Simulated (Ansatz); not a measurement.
The system is MoS2.

```
CELL_PARAMETERS angstrom
1.58000 0.91221 6.15000
-1.58000 0.91221 6.15000
0.00000 -1.82443 6.15000
ATOMIC_POSITIONS crystal
Mo 0.00000 0.00000 0.00000
S 0.41700 0.41700 0.41700
S 0.25000 0.25000 0.25000
```

Measurements of this composition are mostly on another form, of space group No. 194.

Base run:

* Program: Ansatz 0.2.0
* Functional: PBE
* Potentials or basis: Ansatz PAW
* Cutoff: 420 eV
* Density cutoff: 1680 eV
* k mesh: 10 × 10 × 10
* Occupations: fermi-dirac, width 0.05 eV
* Spin: no spin polarisation

Its results: band gap on the k mesh 0.95 eV, indirect (least direct gap 1.96 eV); pressure 5.4 GPa; largest force 0.521 eV/Å.

**Question.** The run is repeated on the same cell with these changes: functional from PBE to PBEsol. What comes out?

**Answer.** Band gap on the k mesh 0.91 eV, indirect (least direct gap 1.96 eV); pressure 0.3 GPa; largest force 0.259 eV/Å.

PBEsol binds more tightly than PBE, so the same cell stands under less pressure.

Caveats: the PAW data sets come from PBE, with cores solved anew for the run's functional, which leaves a small shift of forces and pressure (some runs).

A k mesh can miss the band edges.

Not every run made on this cell is shown here.
